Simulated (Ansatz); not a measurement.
## ZrS₂: how strain makes field gradients

```xyz
3
Lattice="3.6300 0.0000 0.0000 -1.8150 3.1437 0.0000 0.0000 0.0000 5.8500" Properties=species:S:1:pos:R:3 pbc="T T T"
Zr    0.0000    0.0000    0.0000
S     0.0000    2.0958    1.4578
S     1.8150    1.0479    4.3922
```

Atom numbers follow the list: Zr1, S2, S3.

The cell is COD entry 5910006, as deposited and not checked against the literature; nothing was relaxed.

Level of theory: DFT, PBEsol, all-electron PAW with datasets made for the crystal, scalar-relativistic in Ansatz 0.2.0.

Settings: a Γ-centred 10×10×5 k mesh, Fermi–Dirac smearing of 0.01 eV, cutoff 240 eV (chosen by the program for this cell), no spin polarisation.

The strain is applied along the Cartesian axes of the cell as listed (the other components stay zero). Fractional coordinates are held (clamped ions).

The columns are Cartesian components of the electric field gradient at the nuclei, in 10²¹ V/m².

No spin–orbit coupling: at heavy atoms the gradients can be off by tens of per cent for that reason.

Only quantities that a quadratic follows smoothly over the whole series are listed; rougher ones are left out.

```tsv
εzz	Vzz at Zr1	Vzz at S2
-0.0300	-1.02	0.01
-0.0100	-1.34	0.08
0.0000	-1.49	0.13
0.0100	-1.64	0.19
0.0200	-1.78	0.25
0.0300	-1.92	0.32
```

(1) Fit the series and give the gradient–strain slopes.

(2) One run, at εzz = -0.0200, is withheld. Predict its row.

## Answers

(1) Least-squares fits y = p0 + p1 x + p2 x² to the rows give Vzz at Zr1: p1 = -15, p2 = 24; Vzz at S2: p1 = 5.2, p2 = 38. The slopes p1 are in 10²¹ V/m² per unit strain, for clamped ions.

(2) The fits give -1.18, 0.04; the run gave -1.18, 0.04.
